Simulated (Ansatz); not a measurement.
Input of an Ansatz 0.2.0 run:

File input.yaml:

```yaml
crystal:
  lattice:
    - [4.5998373239, 0.0, 0.0]
    - [0.0, 4.5998373239, 0.0]
    - [0.0, 0.0, 2.95921356]
  atoms:
    - { symbol: Ti, position: [0.0, 0.0, 0.5] }
    - { symbol: Ti, position: [0.5, 0.5, 0.0] }
    - { symbol: O, position: [0.30432132, 0.30432132, 0.5] }
    - { symbol: O, position: [0.19567868, 0.80432132, 0.0] }
    - { symbol: O, position: [0.80432132, 0.19567868, 0.0] }
    - { symbol: O, position: [0.69567868, 0.69567868, 0.5] }
hamiltonian:
  xc: revpbe
  pseudopotentials: { kind: paw }
kpoints:
  mp_grid: { grid: [6, 6, 9] }
  band_path:
    path:
      - [[0.0, 0.0, 0.0], [0.0, 0.5, 0.0], [0.5, 0.5, 0.0], [0.0, 0.0, 0.0], [0.0, 0.0, 0.5], [0.0, 0.5, 0.5], [0.5, 0.5, 0.5], [0.0, 0.0, 0.5]]
      - [[0.0, 0.5, 0.0], [0.0, 0.5, 0.5]]
      - [[0.5, 0.5, 0.0], [0.5, 0.5, 0.5]]
    npoints: 14
scf:
  occupations: { method: fermi_dirac, width: 0.05 }
  n_extra_bands: 15
output:
  forces: true
  stress: true
  eigenvalues: true
  fatbands: false
  write_density: true
  write_potential: true
  elf: true
  volumetric_format: npy
```

Potentials or basis: Ansatz PAW.

The run is started by

```bash
$ ansatz run input.yaml --threads 2 --pin off --max-ram 5632MiB --backend cpu --events-out ev --progress --plain --runs-dir out
```

Question: Predict the band gap along the path.

Answer: 1.89 eV, direct.

Question: Predict the largest force.

Answer: 0.018 eV/Å.

Question: Estimate the pressure.

Answer: 8.0 GPa.

Question: Estimate the band gap on the k mesh.

Answer: 1.89 eV, direct.

Levels at the corners of the path, in eV from the valence-band top:
```
point  band 21  band 22  band 23  band 24  band 25  band 26  band 27  band 28
    Γ    -0.70    -0.45    -0.45     0.00     1.89     2.19     2.42     2.51
    X    -1.63    -1.63    -0.74    -0.74     2.56     2.56     3.04     3.04
    M    -1.30    -1.30    -1.06    -1.06     1.93     1.93     2.54     2.54
    Γ    -0.70    -0.45    -0.45     0.00     1.89     2.19     2.42     2.51
    Z    -2.33    -2.33    -1.42    -1.42     2.98     2.98     3.19     3.19
    R    -2.02    -2.02    -1.03    -1.03     1.94     1.94     3.21     3.21
    A    -1.28    -1.28    -0.67    -0.67     2.62     2.62     3.22     3.22
    Z    -2.33    -2.33    -1.42    -1.42     2.98     2.98     3.19     3.19
    X    -1.63    -1.63    -0.74    -0.74     2.56     2.56     3.04     3.04
    R    -2.02    -2.02    -1.03    -1.03     1.94     1.94     3.21     3.21
    M    -1.30    -1.30    -1.06    -1.06     1.93     1.93     2.54     2.54
    A    -1.28    -1.28    -0.67    -0.67     2.62     2.62     3.22     3.22
```

Caveat: the pressure holds a Pulay correction of +0.7 GPa for the finite cutoff; the PAW data sets come from PBE, with cores solved anew for the run's functional, which leaves a small shift of forces and pressure.

**What was measured.**

“Shallow Valence Band of Rutile GeO2 and P-type Doping”, 2020, arxiv:2011.08928 quotes, for a bulk crystal of TiO2 at 1.6 K: band gap 3.03 eV (direct).

Measured gap of TiO2: 3.03 eV (direct; 1.6 K; quoted in “Shallow Valence Band of Rutile GeO2 and P-type Doping”, 2020, arxiv:2011.08928). This calculation gives 1.89 eV (-1.14 eV). 2 values of this kind are on record in papers (3.03 to 3.05 eV); this one was drawn at random among those near their median. The value is that of revPBE, without temperature or zero-point motion. Semilocal functionals fall short of measured gaps as a rule. The cell is a database's relaxed one, not the measured one, which moves gaps too.
